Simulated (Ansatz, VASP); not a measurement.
# InB2: VASP beside Ansatz

Aim: how closely do two programs agree when they are given the same cell, functional and k mesh? The cell is generated by rule, not measured, and may not be a known phase. The two relaxations start from unlike cells of this crystal (the structure described is Ansatz's start), so only their ends are compared.

Main program and level: Ansatz 0.2.0; plane waves, with VASP 6.6.1 beside it; relaxation of cell and atoms at PBEsol.

The structure was built from a prototype and need not be the compound's stable phase.

**1. Starting point**

It takes space group R3m (No. 160, trigonal). Conventional cell: a = 4.662 Å, b = 4.662 Å, c = 11.419 Å, α = 90.00°, β = 90.00°, γ = 120.00°. In has 12 B at 2.55 to 2.90 Å and 4 In at 2.85 Å nearest. Nearest to In lie 12 B at 2.69 to 2.93 Å and 4 In at 2.85 Å. Nearest to B lie 6 B at 1.91 to 2.82 Å and 6 In at 2.55 to 2.93 Å. Nearest to B lie 6 B at 2.00 to 2.82 Å and 6 In at 2.69 to 2.90 Å. Farther neighbours are not listed.

**2. Ansatz: relaxation of cell and atoms, PBEsol**

Ansatz runs on norm-conserving files, of PseudoDojo where its log says so.

The relaxed volume is the usual yardstick between codes: in a stiff, nearly cubic crystal its relative difference is about their pressure difference at one cell divided by the bulk modulus.

File input.yaml:

```yaml
crystal:
  lattice:
    - [0.0, 3.296251107, 3.296251107]
    - [3.296251107, 0.0, 3.296251107]
    - [3.296251107, 3.296251107, 0.0]
  atoms:
    - { symbol: In, position: [0.7486741642, 0.7486741642, 0.7539775074] }
    - { symbol: In, position: [0.4986741642, 0.4986741642, 0.5039775074] }
    - { symbol: B, position: [0.0865362321, 0.6775460819, 0.1493814539] }
    - { symbol: B, position: [0.1775460819, 0.1775460819, 0.4673617542] }
    - { symbol: B, position: [0.6775460819, 0.0865362321, 0.1493814539] }
    - { symbol: B, position: [0.0865362321, 0.0865362321, 0.1493814539] }
kpoints:
  mp_grid: { grid: [12, 12, 12] }
hamiltonian:
  xc: pbesol
  pseudopotentials: { kind: nc }
scf:
  occupations: { method: methfessel_paxton, width: 0.2 }
output:
  forces: true
  stress: true
  eigenvalues: true
relax:
  adjacent_minimum: "off"
  f_tol: 0.002
  max_steps: 120
  cell: { stress_tol: 0.03 }
```

Run with:

```console
ansatz run input.yaml --threads 8 --pin off --max-ram 14336MiB --backend cpu --events-out ev --progress --plain --runs-dir out
```

Numbers of over 12 decimals in the logs are rounded to 6 here.

The program printed:

```text
Engine: ansatz 0.2.0, x86_64-unknown-linux-gnu
Pseudopotentials: kind: nc
Pseudopotential: In, nc, valence charge 13, recommended cutoff 952.398519 eV (normal), In.nc.azcp (PseudoDojo's, or run here from an input of PseudoDojo's: the run reads no file of this project's for it)
Pseudopotential: B, nc, valence charge 3, recommended cutoff 1034.032677 eV (normal), B.nc.azcp (PseudoDojo's, or run here from an input of PseudoDojo's: the run reads no file of this project's for it)
Functional definition: PBEsol
  exchange = pbesol_x
  correlation = pbesol_c
Crystal: 6 atoms, lattice volume = 71.629 Å³
Basis set: ecut = 1034.032677 eV, 5329 PW (Γ), exchange–correlation on 100×100×100 points (8 copies of the dense FFT grid, shifted against one another)
Bands: 25, of which v1, the nominal top of the filled ones, is band 19 counted from 1 (18 counted from 0)
Symmetry: 6 space group operations
Space group: R3m (ITA 160), of the structure as read, at distance tolerance 4.2e-5 Å
k-points: 189 of 1728 (time reversal used)
Non-local potential: In, projectors of the file, l = 0: 2, l = 1: 2, l = 2: 2
Non-local potential: B, projectors of the file, l = 0: 2, l = 1: 2
Initial density: superposition of atomic densities (chi_scale 0.1, normalization cell, long waves kept (reshape's long-wave potential 0.00 eV rms))
Initial wavefunctions: pseudopotential atomic-orbital guess
Functional: x = pbesol(κ = 0.804, μ = 0.123457), c = pbesol(β = 0.046)
SCF iter   1: F=—  HF=-3921.301944 eV  |F-HF|=—  |Δ(HF+E_count)|=         —  Δρ=5.08e-2  dr2=4.45e0  ethr=3.10e-3  ⟨swp⟩=5.6  Hψ=20778  notcnv=0
preconditioner: auto → Kerker (q_TF=auto, 2.455 Å⁻¹)  [metal: Δε(μ)=0.003 eV  Ē_g=12.456 eV  σ=0.200 eV  W_gap=0.01  n_scr=14 (ndim 8)  ℏωp=27.0 eV  f_vac=0.000  D(μ)=1.98/eV (n_scr^D=14)]
SCF iter   2: F=—  HF=-3920.337303 eV  |F-HF|=—  |Δ(HF+E_count)|=   9.65e-1  S|Δr|=    0.00e0  Δρ=2.92e-2  dr2=1.46e0  ethr=3.10e-3  ⟨swp⟩=3.5  Hψ=8508  notcnv=0  defer=134
SCF iter   3: F=—  HF=-3919.870230 eV  |F-HF|=—  |Δ(HF+E_count)|=   4.67e-1  S|Δr|=    0.00e0  Δρ=3.92e-3  dr2=6.99e-3  ethr=3.10e-3  ⟨swp⟩=3.1  Hψ=7885  notcnv=0  defer=134
SCF iter   4: F=—  HF=-3919.870597 eV  |F-HF|=—  |Δ(HF+E_count)|=   3.66e-4  S|Δr|=    0.00e0  Δρ=1.20e-3  dr2=6.69e-4  ethr=1.84e-5  ⟨swp⟩=2.9  Hψ=10087  notcnv=0  defer=121
SCF iter   5: F=—  HF=-3919.870446 eV  |F-HF|=—  |Δ(HF+E_count)|=   1.50e-4  S|Δr|=    0.00e0  Δρ=2.91e-4  dr2=4.34e-5  ethr=1.76e-6  ⟨swp⟩=2.4  Hψ=8196  notcnv=0  defer=121
SCF iter   6: F=—  HF=-3919.870328 eV  |F-HF|=—  |Δ(HF+E_count)|=   1.18e-4  S|Δr|=    0.00e0  Δρ=4.78e-5  dr2=1.76e-6  ethr=1.14e-7  ⟨swp⟩=2.8  Hψ=10221  notcnv=0  defer=121
SCF iter   7: F=-3919.870328 eV  HF=-3919.870328 eV  |F-HF|=1.73e-8  |Δ(HF+E_count)|=   3.10e-7  S|Δr|=    0.00e0  Δρ=1.05e-5  dr2=6.24e-8  ethr=2.63e-10  ⟨swp⟩=15.6  Hψ=33695  notcnv=0
SCF 1 converged in 7 iterations: F = -3919.870328 eV  dr2 = 6.24e-8
relax step   1: F+E_penalty+E_count = -3919.87032833 eV  Δ(F+E_penalty+E_count) = +0.000e0 eV  max|allowed force component| = 2.554e0 eV/Å  Δτ_max = 0.0000 Å  P = +0.186 GPa  Ω = 71.629 Å³  (7 SCF iters, dr2 threshold 1.00e-7 eV, accepted)
[...]
relax step  22: F+E_penalty+E_count = -3924.36127537 eV  Δ(F+E_penalty+E_count) = -6.516e-4 eV  max|allowed force component| = 1.458e-3 eV/Å  Δτ_max = 0.0049 Å  P = +0.042 GPa  Ω = 90.075 Å³  energy of the carried Pulay correction = -7.452e-5 eV  (5 SCF iters, dr2 threshold 3.21e-7 eV, accepted)
[...]
relax step  23: F+E_penalty+E_count = -3924.36131357 eV  Δ(F+E_penalty+E_count) = -3.820e-5 eV  max|allowed force component| = 7.237e-4 eV/Å  Δτ_max = 0.0021 Å  P = +0.004 GPa  Ω = 90.262 Å³  energy of the carried Pulay correction = -1.077e-4 eV  (6 SCF iters, dr2 threshold 2.86e-8 eV, accepted)
[...]
relax step  24: F+E_penalty+E_count = -3924.36142248 eV  Δ(F+E_penalty+E_count) = -1.089e-4 eV  max|allowed force component| = 6.764e-4 eV/Å  Δτ_max = 0.0000 Å  P = +0.002 GPa  Ω = 90.262 Å³  stress off target by 2.68e-3 GPa  SCF on the basis re-selected at this cell (its energy is not comparable with the rows above)  (5 SCF iters)
basis re-selected at this cell: Δ(F+E_penalty+E_count) = -1.089e-4 eV, ΔP = -0.001 GPa vs the last step (what re-selecting the basis moved, of the pressure what is left beyond the Pulay correction that the steps carried, after the strain that the cell walked since its last selection, with what the two solves' SCF thresholds leave and, on support functions, any second-order correction that the steps lacked; it is no m [...]
SCF converged after 5 iterations
Stability not checked: this state was not tested for a lower state beside it, because cold or Methfessel-Paxton smearing, or corrected tetrahedra, fill the levels in a way that the test cannot read (fill_not_monotonic; see scf.lower_state_search)
Free energy (F): -3924.361422 eV
Harris-Foulkes:  -3924.361422 eV  (|F-HF|=8.19e-12)
Internal energy: -3924.359047 eV  (E = F + TS)
E sigma→0 (E₀):  -3924.360829 eV
Entropy (-TS):   -0.002376 eV (-0.396 meV/atom)
Fermi energy:    8.177095 eV
--- Per-component energies (eV) ---
  E_band       = -57.428194
  E_kinetic    = 2490.623162
  E_local      = -2751.256661  (includes V_loc(G=0)·N_el)
  E_nonlocal   = -795.017456
  E_hartree    = 889.629742
  E_xc         = -1208.922559
  E_vxc        = -781.036843  (∫ρ·V_xc dr)
  E_ewald      = -2549.415274
  E_smearing   = -0.002376  (= −TS)
  E_closure    = 0.000000  (closes the sum)
  Σ components = -3924.361422   (vs F -3924.361422, Δ=0.00e0)
--- Forces (eV/Å), atoms counted from 1 ---
  atom   1  In     0.00009807     0.00009807    -0.00009807
  atom   2  In     0.00004190     0.00004190    -0.00004190
  atom   3  B     -0.00067636     0.00030052    -0.00030052
  atom   4  B     -0.00006458    -0.00006458     0.00006458
  atom   5  B      0.00030052    -0.00067636    -0.00030052
  atom   6  B      0.00030052     0.00030052     0.00067636
  max |Σ_I F_I| component: 7.30e-8 eV/Å
--- Stress (GPa, compression-positive) ---
        0.002230      -0.000450       0.000450
       -0.000450       0.002230       0.000450
        0.000450       0.000450       0.002230
  P = ⅓ Tr σ = 0.0022 GPa (0.022 kbar)
--- Band table (eV; the first three rows and the last of 189) ---
  k-point 0: bands = [... 15 lower, 4.2233, 5.1923, 5.1923, 8.7665, 10.2746, 10.8691, 10.8691, 11.4355, ... 2 higher]
  k-point 1: bands = [... 15 lower, 4.2219, 5.1794, 5.1794, 8.6795, 10.4160, 10.8848, 10.8848, 11.4941, ... 2 higher]
  k-point 2: bands = [... 15 lower, 4.8986, 5.1441, 5.1441, 8.4863, 10.7477, 10.9493, 10.9493, 11.6820, ... 2 higher]
  k-point 188: bands = [... 15 lower, 5.1272, 5.8891, 6.7858, 6.9608, 8.5339, 10.1941, 12.0098, 12.6071, ... 2 higher]
--- Relaxed structure (21 steps of the walk, 20 accepted, 3 SCFs on fresh bases) ---
  F+E_penalty+E_count = -3924.36142248 eV   max|allowed force component| = 6.764e-4 eV/Å   (the final SCF, on the basis selected at the relaxed cell)
  cell:  # Å, volume = 90.2622 Å³
    - [-5.551115123125783e-17, 3.202638, 3.202638]
    - [3.202638, 0.0, 3.202638]
    - [4.000928, 4.000928, -0.798290]
  atoms:
    - { symbol: In, position: [0.702417, 0.702417, 0.892750] }
    - { symbol: In, position: [0.498122, 0.498122, 0.505634] }
    - { symbol: B, position: [0.058823, 0.690841, 0.191513] }
    - { symbol: B, position: [0.266487, 0.266487, 0.200539] }
    - { symbol: B, position: [0.690841, 0.058823, 0.191513] }
    - { symbol: B, position: [0.058823, 0.058823, 0.191513] }
```

In the SCF lines HF is the Harris–Foulkes energy and dr2 the Hartree energy of the density residual, in eV; the loop may stop once dr2 is under the threshold and the program's other checks hold. Hψ counts applications of the Hamiltonian.

**3. VASP: relaxation of cell and atoms, PBEsol**

Its own start cell and the same functional, mesh and smearing now go to VASP, with its own data sets.

Lines of VASP's logs that name or quote its potential files are left out, and so is its time.

File INCAR:

```
SYSTEM = InB2
PREC = Accurate
ENCUT = 500
EDIFF = 1E-07
NELM = 120
ISMEAR = 1
SIGMA = 0.2
LREAL = .FALSE.
ALGO = Normal
GGA = PS
NBANDS = 25
LORBIT = 11
LWAVE = .FALSE.
LCHARG = .FALSE.
ISIF = 3
IBRION = 2
NSW = 80
EDIFFG = -0.005
LASPH = .TRUE.
GGA_COMPAT = .FALSE.
NELMIN = 4
KPAR = 2
```

File POSCAR:

```
InB2
1.0
    0.0000000000      3.2032586013      3.2032586013
    3.2032586013      0.0000000000      3.2032586013
    3.9641869747      3.9641869747     -0.7609283734
In B
2 4
Direct
    0.7027752367      0.7027752367      0.8916742899
    0.4972861555      0.4972861555      0.5081418368
    0.0590354911      0.6908835252      0.1910454925
    0.2664970998      0.2664970998      0.2005087007
    0.6908835252      0.0590354911      0.1910454925
    0.0590354911      0.0590354911      0.1910454925
```

File KPOINTS:

```
Automatic mesh
0
Gamma
12 12 12
0 0 0
```

Potentials, in the order of the species: In_d and B (PBE family, release 64).

Run with:

```console
mpirun -np 2 vasp_std
```

The program printed:

```text
[banner, memory and clock lines left out]
running    2 mpi-ranks, on    1 nodes
 distrk:  each k-point on    1 cores,    2 groups
 distr:  one band on    1 cores,    1 groups

 POSCAR found type information on POSCAR InB
 POSCAR found :  2 types and       6 ions
|                                                                             |
|               ----> ADVICE to this user running VASP <----                  |
|                                                                             |
|     You enforced a specific xc type in the INCAR file but a different       |
|     [... a line on the potential file left out ...]
|     I HOPE YOU KNOW WHAT YOU ARE DOING!                                     |
|                                                                             |

 LDA part: xc-table for (Slater+PW92), standard interpolation
 POSCAR, INCAR and KPOINTS ok, starting setup
 FFT: planning ... GRIDC
 FFT: planning ... GRID_SOFT
 FFT: planning ... GRID
 WAVECAR not read
 entering main loop
       N       E                     dE             d eps       ncg     rms          rms(c)
DAV:   1     0.297478922432E+03    0.29748E+03   -0.17677E+04  9450   0.178E+03
DAV:   2    -0.512015581977E+01   -0.30260E+03   -0.29519E+03  9593   0.406E+02
DAV:   3    -0.358743589088E+02   -0.30754E+02   -0.30280E+02 12320   0.144E+02
DAV:   4    -0.368980536791E+02   -0.10237E+01   -0.10208E+01 11481   0.266E+01
DAV:   5    -0.369371904107E+02   -0.39137E-01   -0.39127E-01 14890   0.488E+00    0.100E+01
DAV:   6    -0.309029799532E+02    0.60342E+01   -0.16508E+01 15168   0.464E+01    0.646E+00
DAV:   7    -0.307983741937E+02    0.10461E+00   -0.41736E+00 11903   0.967E+00    0.185E+00
DAV:   8    -0.307770794562E+02    0.21295E-01   -0.36193E-01 12702   0.483E+00    0.154E+00
DAV:   9    -0.307768793643E+02    0.20009E-03   -0.12397E-01 14525   0.219E+00    0.624E-01
DAV:  10    -0.307670156404E+02    0.98637E-02   -0.29881E-02 14833   0.124E+00    0.238E-01
DAV:  11    -0.307667559995E+02    0.25964E-03   -0.65374E-03 13385   0.398E-01    0.695E-02
DAV:  12    -0.307667501821E+02    0.58174E-05   -0.49623E-04 12412   0.136E-01    0.318E-02
DAV:  13    -0.307667533104E+02   -0.31283E-05   -0.25250E-05 12758   0.453E-02    0.198E-02
DAV:  14    -0.307667516339E+02    0.16765E-05   -0.12802E-05 13581   0.255E-02    0.775E-03
DAV:  15    -0.307667515330E+02    0.10100E-06   -0.12422E-06 10532   0.854E-03    0.278E-03
DAV:  16    -0.307667515300E+02    0.29249E-08   -0.72655E-08  5765   0.255E-03
   1 F= -.30766752E+02 E0= -.30766096E+02  d E =-.307668E+02
[... from here on, the cycles between the ionic steps are left out ...]
   2 F= -.30767300E+02 E0= -.30766626E+02  d E =-.548269E-03
   3 F= -.30767730E+02 E0= -.30767008E+02  d E =-.978771E-03
   4 F= -.30768022E+02 E0= -.30767300E+02  d E =-.291789E-03
   5 F= -.30768032E+02 E0= -.30767308E+02  d E =-.301429E-03
   6 F= -.30768216E+02 E0= -.30767483E+02  d E =-.184500E-03
   7 F= -.30768217E+02 E0= -.30767483E+02  d E =-.185178E-03
   8 F= -.30768369E+02 E0= -.30767612E+02  d E =-.152043E-03
 trial-energy change:   -0.000152  1 .order   -0.000154   -0.000237   -0.000070
 step:   1.0270(harm=  0.9977)  dis= 0.00285  next Energy=   -30.768385 (dE=-0.168E-03)
 bond charge predicted
       N       E                     dE             d eps       ncg     rms          rms(c)
DAV:   1    -0.307684573491E+02   -0.88447E-04   -0.25662E-02 14457   0.104E+00    0.604E-02
DAV:   2    -0.307683959404E+02    0.61409E-04   -0.37604E-04 14275   0.246E-01    0.203E-02
DAV:   3    -0.307683845718E+02    0.11369E-04   -0.42442E-05 12804   0.910E-02    0.796E-03
DAV:   4    -0.307683833644E+02    0.12074E-05   -0.39480E-06 13653   0.152E-02    0.434E-03
DAV:   5    -0.307683829039E+02    0.46053E-06   -0.29685E-07  8732   0.516E-03    0.253E-03
DAV:   6    -0.307683826962E+02    0.20771E-06   -0.10897E-07  5121   0.275E-03    0.420E-04
DAV:   7    -0.307683827235E+02   -0.27304E-07   -0.25542E-08  4902   0.192E-03
   9 F= -.30768383E+02 E0= -.30767616E+02  d E =-.165815E-03
 curvature:  -1.46 expect dE=-0.689E-05 dE for cont linesearch -0.195E-06
 trial: gam= 0.06873 g(F)=  0.370E-05 g(S)=  0.103E-05 ort =-0.115E-04 (trialstep = 0.767E+00)
 search vector abs. value=  0.785E-05
 reached required accuracy - stopping structural energy minimisation
```

(Part 1 of 2 ends here.)

[Lines on the potential files, build, host, timing and source positions are cut from VASP's logs without a mark.]

[Logs are printed without paths, hosts, clocks, repeated set-up lines and the standing remarks that a program may print on its own settings, such as how far it seeks lower states.]

[Hosts, paths, dates, database ids (printed as entryN), source tags and the programs' standing remarks are cut or masked in the printed files.]
